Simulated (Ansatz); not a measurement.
# CuO (P6_3/mmc) in Ansatz: a series of runs

One crystal, CuO, is run at these levels: PBEsol; tasks: relaxation of cell and atoms.

Program: Ansatz 0.2.0. These are calculated values, not measurements. Logs are shortened: lines on timing, memory, paths and dates and some standing lists are left out, and cuts for length are marked.

**1. The structure**

It takes space group P6_3/mmc (No. 194, hexagonal). The conventional cell has a = 3.180 Å, b = 3.180 Å, c = 4.431 Å, α = 90.00°, β = 90.00°, γ = 120.00°. Cu (site symmetry -3m) has 6 O at 2.14 Å and 2 Cu at 2.22 Å as nearest neighbours. O (site symmetry -6m2) has 6 Cu at 2.14 Å as nearest neighbours.

Measurements of this composition are mostly on another form, of space group No. 15.

**2. Relaxation of cell and atoms, PBEsol, target pressure 10 GPa, at which the enthalpy is minimised**

The input, input.yaml:

```yaml
crystal:
  lattice:
    - [3.1795331, 0.0, 0.0]
    - [-1.58976655, 2.75355644, 0.0]
    - [0.0, 0.0, 4.43149073]
  atoms:
    - { symbol: Cu, position: [0.0, 0.0, 0.0] }
    - { symbol: Cu, position: [0.0, 0.0, 0.5] }
    - { symbol: O, position: [0.3333333333, 0.6666666667, 0.25] }
    - { symbol: O, position: [0.6666666667, 0.3333333333, 0.75] }
hamiltonian:
  xc: pbesol
  pseudopotentials: { kind: paw }
kpoints:
  mp_grid: { grid: [10, 10, 6] }
scf:
  occupations: { method: fermi_dirac, width: 0.05 }
output:
  forces: true
  stress: true
  eigenvalues: true
  write_density: true
  write_potential: true
  elf: true
  volumetric_format: npy
relax:
  f_tol: 0.01
  max_steps: 40
  cell: { stress_tol: 0.05, p_target: 10.0 }
```

Potentials or basis: Ansatz PAW.

The run is started by

```bash
$ ansatz run input.yaml --threads 2 --pin off --max-ram 5632MiB --backend cpu --events-out ev --progress --plain --runs-dir out
```

Standard output:

```text
Warning: RAYON_NUM_THREADS=2 ignored (pool sized by the plan → 2); use --threads N
Engine: ansatz 0.2.0, aarch64-unknown-linux-gnu
Pseudopotentials: kind: paw
Pseudopotential: Cu, paw, valence charge 19, recommended cutoff 420 eV (normal), Cu.paw.azcp
Pseudopotential: O, paw, valence charge 6, recommended cutoff 420 eV (normal), O.paw.azcp
Functional definition: PBEsol
  exchange = pbesol_x
  correlation = pbesol_c
Crystal: 4 atoms, lattice volume = 38.798 Å³
Basis set: ecut = 420 eV, 759 PW (Γ), exchange–correlation on 48×48×60 points (8 copies of the dense FFT grid, shifted against one another)
Bands: 30, of which v1, the nominal top of the filled ones, is band 25 counted from 1 (24 counted from 0)
Symmetry: 24 space group operations
Space group: P63/mmc (ITA 194), of the structure as read, at distance tolerance 3.4e-5 Å
k-points: 56 of 600
Non-local potential: Cu, projectors of the file, l = 0: 3, l = 1: 2, l = 2: 3, l = 3: 1
Non-local potential: O, projectors of the file, l = 0: 2, l = 1: 2, l = 2: 1
PAW form: soft (Blöchl's): semilocal exchange-correlation on the pseudo side does not see the compensation charge
PAW frozen core: Cu, regenerated for the run's functional, and the local potential with it (the file was generated under x = pbe(κ = 0.804, μ = 0.2195149727645171), c = pbe(β = 0.06672455060314922))
PAW frozen core: O, regenerated for the run's functional, and the local potential with it (the file was generated under x = pbe(κ = 0.804, μ = 0.2195149727645171), c = pbe(β = 0.06672455060314922))
PAW one-centre angular grid: Cu, 590 points (default); XC on 64 Gauss nodes
PAW one-centre angular grid: O, 110 points (default); XC on 64 Gauss nodes
Initial density: superposition of atomic densities (neutral atoms: chi_scale 0, normalization atom), corrected by the library's trained network
Initial wavefunctions: pseudopotential atomic-orbital guess
Functional: x = pbesol(κ = 0.804, μ = 0.12345679012345678), c = pbesol(β = 0.046)
SCF iter   1: F=—  HF=-14295.054980 eV  |F-HF|=—  |Δ(HF+E_count)|=         —  Δρ=2.17e-2  dr2=1.60e-1  ethr=1.77e-3  ⟨swp⟩=5.4  Hψ=5779  notcnv=0
preconditioner: auto → LDOS  [metal: Δε(μ)=0.031 eV  Ē_g=11.332 eV  σ=0.050 eV  W_gap=0.15  n_scr=22 (ndim 8)  ℏωp=34.8 eV  f_vac=0.034  D(μ)=2.99/eV (n_scr^D=34)  β→1.0]
SCF iter   2: F=—  HF=-14295.070129 eV  |F-HF|=—  |Δ(HF+E_count)|=   1.51e-2  Δρ=2.88e-2  dr2=1.65e-1  ethr=3.19e-4  ⟨swp⟩=2.0  Hψ=3432  notcnv=0
SCF iter   3: F=—  HF=-14295.020062 eV  |F-HF|=—  |Δ(HF+E_count)|=   5.01e-2  Δρ=1.02e-2  dr2=2.79e-2  ethr=3.19e-4  ⟨swp⟩=2.1  Hψ=2724  notcnv=0
SCF iter   4: F=—  HF=-14295.016280 eV  |F-HF|=—  |Δ(HF+E_count)|=   3.78e-3  Δρ=5.10e-3  dr2=7.31e-3  ethr=5.58e-5  ⟨swp⟩=1.1  Hψ=1686  notcnv=0
SCF iter   5: F=—  HF=-14295.014954 eV  |F-HF|=—  |Δ(HF+E_count)|=   1.33e-3  Δρ=3.53e-4  dr2=2.60e-5  ethr=1.46e-5  ⟨swp⟩=2.0  Hψ=2204  notcnv=0
SCF iter   6: F=—  HF=-14295.014992 eV  |F-HF|=—  |Δ(HF+E_count)|=   3.80e-5  Δρ=3.40e-5  dr2=1.65e-7  ethr=5.20e-8  ⟨swp⟩=2.3  Hψ=2882  notcnv=0
SCF iter   7: F=-14295.014992 eV  HF=-14295.014992 eV  |F-HF|=1.15e-9  |Δ(HF+E_count)|=   1.77e-7  Δρ=4.46e-6  dr2=2.51e-9  ethr=2.00e-10  ⟨swp⟩=8.3  Hψ=11149  notcnv=0
SCF 1 converged in 7 iterations: F = -14295.014992 eV  dr2 = 2.51e-9
relax step   1: F+E_penalty+E_count = -14295.01499231 eV  Δ(F+E_penalty+E_count) = +0.000e0 eV  max|allowed force component| = 7.170e-17 eV/Å  Δτ_max = 0.0000 Å  P = -2.726 GPa  Ω = 38.798 Å³  (7 SCF iters, dr2 threshold 1.00e-7 eV, accepted)
Crystal: 4 atoms, lattice volume = 36.630 Å³
Basis set: ecut = 420 eV, 711 PW (Γ), exchange–correlation on 48×48×60 points (8 copies of the dense FFT grid, shifted against one another)
Initial density: handed on by an earlier stage of this run
Initial wavefunctions: those handed on with the density
iter 1 solved again at ethr=1.33e-4 eV; its pass at ethr=3.10e-3 eV (dr2=6.66e-2 eV) is discarded
SCF iter   1: F=—  HF=-14295.506781 eV  |F-HF|=—  |Δ(HF+E_count)|=         —  Δρ=1.50e-2  dr2=6.68e-2  ethr=1.33e-4  ⟨swp⟩=1.4  Hψ=9438  notcnv=0
preconditioner: auto → LDOS  [metal: Δε(μ)=0.028 eV  Ē_g=11.882 eV  σ=0.050 eV  W_gap=0.14  n_scr=22 (ndim 8)  ℏωp=35.8 eV  f_vac=0.016  D(μ)=3.27/eV (n_scr^D=34)  β→1.0]
SCF iter   2: F=—  HF=-14295.502723 eV  |F-HF|=—  |Δ(HF+E_count)|=   4.06e-3  Δρ=1.26e-2  dr2=3.41e-2  ethr=1.33e-4  ⟨swp⟩=2.1  Hψ=2830  notcnv=0
SCF iter   3: F=—  HF=-14295.495948 eV  |F-HF|=—  |Δ(HF+E_count)|=   6.78e-3  Δρ=4.59e-3  dr2=6.82e-3  ethr=6.82e-5  ⟨swp⟩=2.5  Hψ=3121  notcnv=0
SCF iter   4: F=—  HF=-14295.494745 eV  |F-HF|=—  |Δ(HF+E_count)|=   1.20e-3  Δρ=4.12e-3  dr2=5.23e-3  ethr=1.36e-5  ⟨swp⟩=2.0  Hψ=2462  notcnv=0
SCF iter   5: F=—  HF=-14295.493835 eV  |F-HF|=—  |Δ(HF+E_count)|=   9.10e-4  Δρ=1.08e-3  dr2=3.35e-4  ethr=1.05e-5  ⟨swp⟩=1.0  Hψ=1691  notcnv=0
SCF iter   6: F=—  HF=-14295.493753 eV  |F-HF|=—  |Δ(HF+E_count)|=   8.25e-5  Δρ=1.05e-4  dr2=3.12e-6  ethr=6.69e-7  ⟨swp⟩=1.9  Hψ=2189  notcnv=0
SCF iter   7: F=-14295.493753 eV  HF=-14295.493753 eV  |F-HF|=1.13e-8  |Δ(HF+E_count)|=  8.19e-11  Δρ=9.45e-6  dr2=1.97e-8  ethr=8.00e-10  ⟨swp⟩=7.0  Hψ=12607  notcnv=0
SCF 2 converged in 7 iterations: F = -14295.493753 eV  dr2 = 1.97e-8
relax step   2: F+E_penalty+E_count = -14295.49375278 eV  Δ(F+E_penalty+E_count) = -4.788e-1 eV  max|allowed force component| = 8.558e-17 eV/Å  Δτ_max = 0.0000 Å  P = +5.339 GPa  Ω = 36.630 Å³  energy of the carried Pulay correction = +1.076e-2 eV  (7 SCF iters, dr2 threshold 4.00e-7 eV, accepted)
[... 109 lines left out ...]
SCF iter   3: F=—  HF=-14295.690330 eV  |F-HF|=—  |Δ(HF+E_count)|=   7.99e-8  Δρ=1.12e-5  dr2=4.04e-8  ethr=6.13e-10  ⟨swp⟩=2.6  Hψ=2940  notcnv=0
iter 4 did not close the SCF: its close was put off for the readings that it lacked (scf_convergence_deferred on its scf_iter line)
SCF iter   4: F=-14295.690330 eV  HF=-14295.690330 eV  |F-HF|=1.52e-9  |Δ(HF+E_count)|=   1.22e-8  Δρ=5.14e-6  dr2=6.33e-9  ethr=8.09e-11  ⟨swp⟩=2.1  Hψ=2512  notcnv=0
iter 5 did not close the SCF: its close was put off for the readings that it lacked (scf_convergence_deferred on its scf_iter line)
SCF iter   5: F=-14295.690330 eV  HF=-14295.690330 eV  |F-HF|=2.18e-11  |Δ(HF+E_count)|=  5.18e-10  Δρ=8.69e-7  dr2=2.31e-10  ethr=1.27e-11  ⟨swp⟩=2.3  Hψ=2689  notcnv=0
SCF iter   6: F=-14295.690330 eV  HF=-14295.690330 eV  |F-HF|=3.64e-12  |Δ(HF+E_count)|=  4.55e-11  Δρ=1.96e-7  dr2=9.35e-12  ethr=1.00e-12  ⟨swp⟩=4.2  Hψ=7908  notcnv=0
SCF 11 converged in 6 iterations: F = -14295.690330 eV  dr2 = 9.35e-12
relax step  11: F+E_penalty+E_count = -14295.69032987 eV  Δ(F+E_penalty+E_count) = +7.328e-5 eV  max|allowed force component| = 1.527e-16 eV/Å  Δτ_max = 0.0000 Å  P = +10.001 GPa  Ω = 35.258 Å³  energy of the carried Pulay correction = +5.317e-6 eV  (6 SCF iters, accepted)
iter 1 solved again at ethr=6.94e-9 eV; its pass at ethr=3.10e-3 eV (dr2=3.47e-6 eV) is discarded
SCF iter   1: F=—  HF=-14295.690389 eV  |F-HF|=—  |Δ(HF+E_count)|=         —  Δρ=4.68e-6  dr2=9.15e-10  ethr=6.94e-9  ⟨swp⟩=3.4  Hψ=10738  notcnv=0
SCF iter   2: F=—  HF=-14295.690375 eV  |F-HF|=—  |Δ(HF+E_count)|=   1.41e-5  Δρ=2.61e-6  dr2=3.11e-10  ethr=1.83e-12  ⟨swp⟩=2.9  Hψ=3665  notcnv=0
SCF iter   3: F=—  HF=-14295.690375 eV  |F-HF|=—  |Δ(HF+E_count)|=  7.60e-10  Δρ=5.49e-7  dr2=3.05e-11  ethr=1.00e-12  ⟨swp⟩=2.0  Hψ=2611  notcnv=0
iter 4 did not close the SCF: its close was put off for the readings that it lacked (scf_convergence_deferred on its scf_iter line)
SCF iter   4: F=-14295.690375 eV  HF=-14295.690375 eV  |F-HF|=5.46e-12  |Δ(HF+E_count)|=  7.28e-12  Δρ=1.82e-7  dr2=4.69e-12  ethr=1.00e-12  ⟨swp⟩=1.0  Hψ=1680  notcnv=0
iter 5 did not close the SCF: its close was put off for the readings that it lacked (scf_convergence_deferred on its scf_iter line)
SCF iter   5: F=-14295.690375 eV  HF=-14295.690375 eV  |F-HF|=3.64e-12  |Δ(HF+E_count)|=    0.00e0  Δρ=6.57e-8  dr2=5.62e-13  ethr=1.00e-12  ⟨swp⟩=1.0  Hψ=1680  notcnv=0
iter 6 did not close the SCF: its close was put off for the readings that it lacked (scf_convergence_deferred on its scf_iter line)
SCF iter   6: F=-14295.690375 eV  HF=-14295.690375 eV  |F-HF|=1.82e-12  |Δ(HF+E_count)|=    0.00e0  Δρ=1.75e-8  dr2=4.81e-14  ethr=1.00e-12  ⟨swp⟩=1.0  Hψ=1680  notcnv=0
iter 7 did not close the SCF: its close was put off for the readings that it lacked (scf_convergence_deferred on its scf_iter line)
SCF iter   7: F=-14295.690375 eV  HF=-14295.690375 eV  |F-HF|=0.00e0  |Δ(HF+E_count)|=    0.00e0  Δρ=6.94e-9  dr2=9.27e-15  ethr=1.00e-12  ⟨swp⟩=1.0  Hψ=1680  notcnv=0
SCF iter   8: F=-14295.690375 eV  HF=-14295.690375 eV  |F-HF|=3.64e-12  |Δ(HF+E_count)|=  3.64e-12  Δρ=1.79e-9  dr2=5.57e-16  ethr=1.00e-12  ⟨swp⟩=2.1  Hψ=4909  notcnv=0
SCF 12 converged in 8 iterations: F = -14295.690375 eV  dr2 = 5.57e-16
relax step  12: F+E_penalty+E_count = -14295.69037495 eV  Δ(F+E_penalty+E_count) = -4.508e-5 eV  max|allowed force component| = 1.527e-16 eV/Å  Δτ_max = 0.0000 Å  P = +10.000 GPa  Ω = 35.258 Å³  stress off target by 5.81e-3 GPa  SCF on the basis re-selected at this cell (its energy is not comparable with the rows above)  (8 SCF iters)
basis re-selected at this cell: Δ(F+E_penalty+E_count) = -4.508e-5 eV, ΔP = -0.000 GPa vs the last step (what re-selecting the basis moved, of the pressure what is left beyond the Pulay correction that the steps carried, after the strain that the cell walked since its last selection, with what the two solves' SCF thresholds leave and, on support functions, any second-order correction that the steps lacked; it is no measure of the basis error at this ecutwfc). This SCF's stress stands 5.81e-3 GPa from its target on what of the cell is left free (relax.cell.stress_tol is 5.00e-2 GPa) and its largest allowed force component is 1.53e-16 eV/Å (relax.f_tol is 1.00e-2 eV/Å): within both
SCF converged after 8 iterations
Free energy (F): -14295.690375 eV
Harris-Foulkes:  -14295.690375 eV  (|F-HF|=3.64e-12)
Internal energy: -14295.660807 eV  (E = F + TS)
E sigma→0 (E₀):  -14295.675591 eV
Entropy (-TS):   -0.029568 eV (-7.392 meV/atom)
Fermi energy:    14.651517 eV
--- Per-component energies (eV) ---
  E_band       = -731.645200
  E_kinetic    = 944.973818
  E_local      = -9016.789793  (includes V_loc(G=0)·N_el)
  E_nonlocal   = 890.386830
  E_hartree    = 3920.213293
  E_xc         = -321.960308
  E_vxc        = -415.527434  (∫ρ·V_xc dr)
  E_paw        = -3560.284400  (= ΣΔE_a)
  E_vpaw       = -975.120294  (= ΣTr[D̂ρ^β])
  E_aug_tail   = 0.005089  (compensation charges beyond the density's cutoff)
  E_ewald      = -7152.688316
  E_core_change = 0.482980  (= ΣΔE_core)
  E_smearing   = -0.029568  (= −TS)
  E_closure    = 0.000000  (closes the sum)
  Σ components = -14295.690375   (vs F -14295.690375, Δ=0.00e0)
--- Forces (eV/Å), atoms counted from 1 ---
  atom   1  Cu    -0.00000000    -0.00000000     0.00000000
  atom   2  Cu     0.00000000    -0.00000000     0.00000000
  atom   3  O     -0.00000000     0.00000000     0.00000000
  atom   4  O     -0.00000000    -0.00000000    -0.00000000
  max |Σ_I F_I| component: 4.63e-17 eV/Å
--- Stress (GPa, compression-positive) ---
        9.997560       0.000000       0.000000
        0.000000       9.997560       0.000000
        0.000000       0.000000      10.005807
  P = ⅓ Tr σ = 10.0003 GPa (100.003 kbar)
--- Band table (eV; the first three rows and the last of 56) ---
  k-point 0: bands = ["-97.5259", "-97.5190", "-55.1283", "-55.0487", "-55.0471", "-55.0471", "-55.0401", "-55.0401", "-5.6673", "-4.2962", "6.1102", "9.2716", "9.2716", "10.7684", "11.5366", "11.8509", "11.8509", "11.9024", "11.9024", "12.0566", "12.0566", "12.6513", "12.6513", "13.4683", "15.2026", "15.2026", "16.1674", "20.6990", "24.0483", "29.9379"]
  k-point 1: bands = ["-97.5253", "-97.5194", "-55.1230", "-55.0540", "-55.0466", "-55.0466", "-55.0406", "-55.0406", "-5.5896", "-4.4071", "6.3715", "9.3617", "9.3617", "10.3759", "11.2798", "11.2798", "11.5455", "11.8885", "11.8885", "12.3422", "12.3422", "12.9686", "12.9686", "13.2903", "15.0947", "15.0947", "16.6758", "20.5418", "24.2610", "30.0869"]
  k-point 2: bands = ["-97.5241", "-97.5207", "-55.1084", "-55.0686", "-55.0453", "-55.0453", "-55.0418", "-55.0418", "-5.3695", "-4.6920", "7.0969", "9.3386", "9.6257", "9.6257", "10.6147", "10.6147", "11.8180", "11.9922", "11.9922", "12.2779", "12.2779", "12.8408", "13.6441", "13.6441", "14.7775", "14.7775", "17.7877", "19.9716", "25.0011", "28.1032"]
  k-point 55: bands = ["-97.5204", "-97.5204", "-55.0853", "-55.0853", "-55.0612", "-55.0612", "-55.0570", "-55.0570", "-3.9133", "-3.9133", "7.6516", "7.6516", "8.5363", "8.5363", "9.0406", "9.0406", "12.0497", "12.0497", "12.5957", "12.5957", "12.7221", "12.7221", "13.0822", "13.0822", "15.1247", "15.1247", "22.5615", "22.5615", "23.9085", "23.9085"]
--- Relaxed structure (9 steps of the walk, 9 accepted, 3 SCFs on fresh bases) ---
  F+E_penalty+E_count = -14295.69037495 eV   max|allowed force component| = 1.527e-16 eV/Å   (the final SCF, on the basis selected at the relaxed cell)
  cell:  # Å, volume = 35.2584 Å³
    - [2.8580344214800135, 1.7967864050827195e-32, 3.014742290407247e-35]
    - [-1.4290172107400068, 2.475130413892053, -4.1182145545595827e-35]
    - [4.201812682953806e-35, -4.201812682953806e-35, 4.984224231615326]
  atoms:
    - { symbol: Cu, position: [6.470152294500634e-34, -9.20738787304064e-34, -2.8294330672719394e-38] }
    - { symbol: Cu, position: [6.471772881207068e-34, -9.418675112065906e-34, 0.49999999999999994] }
    - { symbol: O, position: [0.3333333333333333, 0.6666666666666666, 0.24999999999999997] }
    - { symbol: O, position: [0.6666666666666666, 0.3333333333333333, 0.75] }
```

It took 24 s on 2 threads of Arm Neoverse V1, shared host; peak memory 0.37 GiB.

Results:

| Property | Result |
| --- | --- |
| Free energy | -14295.6904 eV |
| Relaxed volume | 8.81 Å³/atom |
| Relaxed cell | a = 2.858 Å, b = 2.858 Å, c = 4.984 Å, α = 90.00°, β = 90.00°, γ = 120.00° |
| Space group after relaxing (to 0.05 Å) | P6_3/mmc (No. 194) |
| Energy change on relaxing (the enthalpy is what falls) | -168.8 meV/atom |
| Ionic steps | 12 |
| Pressure after relaxing | 10.0 GPa |
| Band gap on the k mesh | none (metal or under the smearing width) |

Step by step:
| step | energy change (eV) | largest force (eV/Å) | volume (Å³) |
| --- | --- | --- | --- |
| 1 | 0.0000 | 0.0000 | 38.80 |
| 2 | -0.4788 | 0.0000 | 36.63 |
| 3 | -0.6244 | 0.0000 | 35.05 |
| 4 | -0.6702 | 0.0000 | 35.54 |
| 5 | -0.6532 | 0.0000 | 35.20 |
| 6 | -0.6552 | 0.0000 | 35.24 |
| 7 | -0.6705 | 0.0000 | 35.24 |
| 8 | -0.6738 | 0.0000 | 35.24 |
| 9 | -0.6749 | 0.0000 | 35.26 |
| 10 | -0.6754 | 0.0000 | 35.26 |
| 11 | -0.6753 | 0.0000 | 35.26 |
| 12 | -0.6754 | 0.0000 | 35.26 |

Final structure:
```yaml
crystal:
  lattice:
    - [2.85803, 0.00000, 0.00000]
    - [-1.42902, 2.47513, 0.00000]
    - [0.00000, 0.00000, 4.98422]
  atoms:
    - { symbol: Cu, position: [0.00000, 0.00000, 0.00000] }
    - { symbol: Cu, position: [0.00000, 0.00000, 0.50000] }
    - { symbol: O, position: [0.33333, 0.66667, 0.25000] }
    - { symbol: O, position: [0.66667, 0.33333, 0.75000] }
```

Levels at points of the mesh, in eV from the Fermi level:
| k point | band 23 | band 24 | band 25 | band 26 | band 27 | band 28 |
| --- | --- | --- | --- | --- | --- | --- |
| (0.00, 0.00, 0.00) | -2.00 | -1.18 | 0.55 | 0.55 | 1.52 | 6.05 |
| (0.00, 0.00, -0.50) | -0.37 | -0.37 | -0.37 | -0.37 | 4.34 | 4.34 |
| (0.00, -0.50, 0.00) | -1.55 | -1.41 | 0.40 | 0.59 | 6.35 | 8.06 |
| (0.00, -0.50, -0.50) | -0.61 | -0.61 | -0.44 | -0.44 | 6.00 | 6.00 |

Caveat: the plane-wave basis is chosen anew once the cell has moved, so the energies of steps on either side of that aren't comparable; the pressure holds a Pulay correction of +0.9 GPa for the finite cutoff; the run has no spin polarisation, though such a crystal can be magnetic; semilocal functionals often make such compounds metallic where correlation or magnetic order opens a gap, which also shifts bond lengths; the PAW data sets come from PBE, with cores solved anew for the run's functional, which leaves a small shift of forces and pressure. With open d or f shells a metallic result of PBEsol can be an artefact of self-interaction; +U or a hybrid may open a gap.

**3. Relaxation of cell and atoms, PBEsol, target pressure 20 GPa, at which the enthalpy is minimised**

input.yaml, as its differences from that of step 2:

```diff
@@ -21,6 +21,2 @@
   eigenvalues: true
-  write_density: true
-  write_potential: true
-  elf: true
-  volumetric_format: npy
 relax:
@@ -28,2 +24,2 @@
   max_steps: 40
-  cell: { stress_tol: 0.05, p_target: 10.0 }
+  cell: { stress_tol: 0.05, p_target: 20.0 }
```

Potentials or basis: Ansatz PAW.

The run is started by

```bash
$ ansatz run input.yaml --threads 2 --pin off --max-ram 5632MiB --backend cpu --events-out ev --progress --plain --runs-dir out
```

Run time: 23 s. Hardware: 2 threads of Arm Neoverse V1, shared host; peak memory 0.36 GiB.

The run converged. Its results:

```
Free energy                                            : -14295.5678 eV
Relaxed volume                                         : 8.48 Å³/atom
Relaxed cell                                           : a = 2.813 Å, b = 2.813 Å, c = 4.952 Å, α = 90.00°, β = 90.00°, γ = 120.00°
Space group after relaxing (to 0.05 Å)                 : P6_3/mmc (No. 194)
Energy change on relaxing (the enthalpy is what falls) : -138.2 meV/atom
Ionic steps                                            : 12
Pressure after relaxing                                : 20.0 GPa
Band gap on the k mesh                                 : none (metal or under the smearing width)
```

The path:
```csv
step,energy change (eV),largest force (eV/Å),volume (Å³)
1,0.0000,0.0000,38.80
2,-0.4131,0.0000,36.03
3,-0.4830,0.0000,33.79
4,-0.5787,0.0000,34.27
5,-0.5368,0.0000,33.90
6,-0.5426,0.0000,33.94
7,-0.5516,0.0000,33.94
8,-0.5514,0.0000,33.92
9,-0.5529,0.0000,33.94
10,-0.5530,0.0000,33.94
11,-0.5529,0.0000,33.93
12,-0.5528,0.0000,33.93
```

Final structure:
```xyz
4
Lattice="2.8129 0.0000 0.0000 -1.4064 2.4360 0.0000 0.0000 0.0000 4.9523" Properties=species:S:1:pos:R:3 pbc="T T T"
Cu    0.0000    0.0000    0.0000
Cu    0.0000    0.0000    2.4761
O     0.0000    1.6240    1.2381
O     1.4064    0.8120    3.7142
```

Levels at points of the mesh, in eV from the Fermi level:
```
             k point  band 22  band 23  band 24  band 25  band 26  band 27  band 28  band 29
  (0.00, 0.00, 0.00)    -2.10    -2.10    -1.28     0.57     0.57     1.71     6.22     9.60
 (0.00, 0.00, -0.50)    -2.47    -0.41    -0.41    -0.41    -0.41     4.54     4.54    11.76
 (0.00, -0.50, 0.00)    -1.99    -1.62    -1.41     0.43     0.61     6.42     8.23     8.77
(0.00, -0.50, -0.50)    -1.84    -0.64    -0.64    -0.43    -0.43     6.09     6.09    10.65
```

Caveat: the plane-wave basis is chosen anew once the cell has moved, so the energies of steps on either side of that aren't comparable; the pressure holds a Pulay correction of +1.0 GPa for the finite cutoff; the run has no spin polarisation, though such a crystal can be magnetic; semilocal functionals often make such compounds metallic where correlation or magnetic order opens a gap, which also shifts bond lengths; the PAW data sets come from PBE, with cores solved anew for the run's functional, which leaves a small shift of forces and pressure.
